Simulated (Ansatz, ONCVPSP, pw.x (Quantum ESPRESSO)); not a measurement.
**pw.x on bcc Ni: one setting changed**

Potential: optimised norm-conserving Vanderbilt (ONCV), ONCVPSP 4.0.1.1 (patched build), PBE; core [Ne], reference 3s2 3p6 3d8 4s1.75 4p0.25; waves: 3s+4s: rc 1.05 bohr, ncon 4, nbas 9, qcut 14.1 1/bohr, 2 projectors; 3p+4p: rc 1.50 bohr, ncon 4, nbas 7, qcut 10.7 1/bohr, 3 projectors, debl 2.4 Ha; 3d: rc 1.20 bohr, ncon 3, nbas 7, qcut 12.7 1/bohr, 1 projector; local part: polynomial inside 0.80 bohr (lpopt 2, dvloc0 0 Ha); core correction: Teter function, fcfact 2.5, rcfact 1.75.

The reference run (k-mesh 16³, cutoffs 170/680 Ry, Fermi–Dirac 0.01 Ry, mixing_beta 0.4, conv_thr 1e-9, no spin) gives 0.08 GPa at 10.983 Å³/atom, where all-electron LAPW gives -0.48 GPa. This run, with its own iteration cap, changes k-mesh shift to 1.

```
&control
  calculation='scf', prefix='x', pseudo_dir='./', outdir='./tmp', tstress=.true., disk_io='none'
/
&system
  ibrav=0, nat=1, ntyp=1, ecutwfc=170, ecutrho=680, nbnd=17,
  occupations='smearing', smearing='fd', degauss=0.01
/
&electrons
  conv_thr=1e-09, mixing_beta=0.4, electron_maxstep=50
/
ATOMIC_SPECIES
Ni 1.0 Ni.UPF
CELL_PARAMETERS angstrom
  -1.40029756 1.40029756 1.40029756
  1.40029756 -1.40029756 1.40029756
  1.40029756 1.40029756 -1.40029756
ATOMIC_POSITIONS crystal
Ni 0.0000 0.0000 0.0000
K_POINTS automatic
16 16 16 1 1 1
```

```bash
pw.x < Ni.scf.in > Ni.scf.out
```

Task: How does the run end?

Result: It converges in 7 iterations; the free energy moves by -0.8 meV/atom and the pressure by -0.05 GPa. The result is that of the reference run.

```
Message from routine setup:
     using ibrav=0 with symmetry is DISCOURAGED, use correct ibrav instead
     lattice parameter (alat)  =       4.5833  a.u.
     unit-cell volume          =      74.1170 (a.u.)^3
     number of electrons       =        18.00
     number of Kohn-Sham states=           17
     kinetic-energy cutoff     =     170.0000  Ry
     charge density cutoff     =     680.0000  Ry
     scf convergence threshold =      1.0E-09
     Exchange-correlation= PBE
     number of k points=   140  Fermi-Dirac smearing, width (Ry)=  0.0100
     iteration #  1     ecut=   170.00 Ry     beta= 0.40
     total energy              =    -343.57371111 Ry
     estimated scf accuracy    <       0.00176383 Ry
     iteration #  2     ecut=   170.00 Ry     beta= 0.40
     total energy              =    -343.57368274 Ry
     estimated scf accuracy    <       0.00058040 Ry
     iteration #  3     ecut=   170.00 Ry     beta= 0.40
     total energy              =    -343.57369748 Ry
     estimated scf accuracy    <       0.00022596 Ry
     iteration #  4     ecut=   170.00 Ry     beta= 0.40
     total energy              =    -343.57372066 Ry
     estimated scf accuracy    <       0.00000060 Ry
     iteration #  5     ecut=   170.00 Ry     beta= 0.40
     total energy              =    -343.57372072 Ry
     estimated scf accuracy    <       0.00000008 Ry
     iteration #  6     ecut=   170.00 Ry     beta= 0.40
     total energy              =    -343.57372073 Ry
     estimated scf accuracy    <          2.8E-09 Ry
     iteration #  7     ecut=   170.00 Ry     beta= 0.40
     the Fermi energy is    17.7815 ev
!    total energy              =    -343.57372073 Ry
     estimated scf accuracy    <          5.1E-11 Ry
     smearing contrib. (-TS)   =      -0.00935383 Ry
     The total energy is F=E-TS. E is the sum of the following terms:
     one-electron contribution =    -178.37232538 Ry
     hartree contribution      =     101.54288583 Ry
     xc contribution           =     -43.93977810 Ry
     ewald contribution        =    -222.79514925 Ry
     convergence has been achieved in   7 iterations
          total   stress  (Ry/bohr**3)                   (kbar)     P=        0.36
     Message from routine punch:
     Nothing written, as per user request (disk_io='none')
```

The run took about 2.1 min on one core of a shared host (Neoverse-N1, 64 threads, 124 GiB, load 54).
